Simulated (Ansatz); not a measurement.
Pd under changes of volume

One of the cells (14.750 Å³/atom); the others are scaled copies at fixed shape and fractional positions:

```
Pd
1.0
     0.00000    1.94650    1.94650
     1.94650    0.00000    1.94650
     1.94650    1.94650    0.00000
Pd
1
Direct
  0.00000 0.00000 0.00000
```

```yaml
Program: Ansatz 0.2.0
Functional: LDA
Potentials_or_basis: all-electron LAPW, scalar-relativistic
Cutoff: 266 eV (chosen from the basis error)
Basis_error_allowed: 0.001 eV/atom
k_mesh: 12 × 12 × 12
Occupations: fermi-dirac, width 0.05 eV
Spin: no spin polarisation
```

```tsv
volume (Å³/atom)	energy over the lowest point (meV/atom)	pressure (GPa)
13.865	3.42	4.6
14.160	0.00	-0.5
14.455	5.29	-4.9
14.750	?	?
15.045	37.63	-12.1
15.340	62.80	-14.9
15.635	92.92	-17.5
```

Task: What does the run at 14.750 Å³/atom give?

Result: Energy over the lowest point 18.17 meV/atom; pressure -8.7 GPa.

Worked out: A Birch-Murnaghan fit of order 3 (a polynomial in V^(-2/3)) to the other rows has its minimum at 14.12 Å³/atom with B0 = V·E''(V) = 230 GPa and B' = 5.7. It gives 18.17 meV/atom at 14.750 Å³/atom, against the run's 18.17, and -dE/dV = -8.9 GPa, against -8.7.

Energies are extrapolated to zero smearing.
